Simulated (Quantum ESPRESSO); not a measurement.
SiO2, 12 atoms in the cell. The structure is hexagonal, space group P6_322 (No. 182). Conventional cell: a = 5.069 Å, b = 5.069 Å, c = 8.558 Å, α = 90.00°, β = 90.00°, γ = 120.00°. Around Si (site symmetry 3) lie 4 O at 1.60 to 1.61 Å. Around O (site symmetry 2) lie 2 Si at 1.61 Å. O (site symmetry 32) is surrounded by 2 Si at 1.60 Å. The cell comes from a database or a generator and needn't be the stable form of this composition.

```yaml
Program: Quantum ESPRESSO 7.5
Task: Berry-phase polarisation
Functional: PBEsol
Potentials_or_basis: GBRV 1.5 PBEsol
Cutoff: 612 eV
Density_cutoff: 4898 eV
k_mesh: 3 × 3 × 2
Occupations: fermi-dirac, width 0.05 eV
Spin: no spin polarisation
Mixing_beta: 0.5
Most_SCF_iterations: 120
SCF_threshold: 2.4e-09 Ry
k_points_per_string: 8 × 8 × 8
```

Potentials or basis: GBRV 1.5 PBEsol.

Launch:

```sh
$ OMP_NUM_THREADS=1 pw.x -in pw.in > pw.out
$ OMP_NUM_THREADS=1 pw.x -in scf2.in > scf2.out
$ OMP_NUM_THREADS=1 pw.x -in berry1.in > berry1.out
$ OMP_NUM_THREADS=1 pw.x -in berry2.in > berry2.out
$ OMP_NUM_THREADS=1 pw.x -in berry3.in > berry3.out
```

Hardware: 1 thread of AMD EPYC 7B13 (Zen 3), on a shared host.

Question: How long does it take, and how much memory?

Answer: It took 5.4 min on 1 thread of AMD EPYC 7B13 (Zen 3) (shared host), peak memory 0.6 GiB. Counts: scf iterations 13, k pools 1, bands 43, k points 6, g dense 148195.
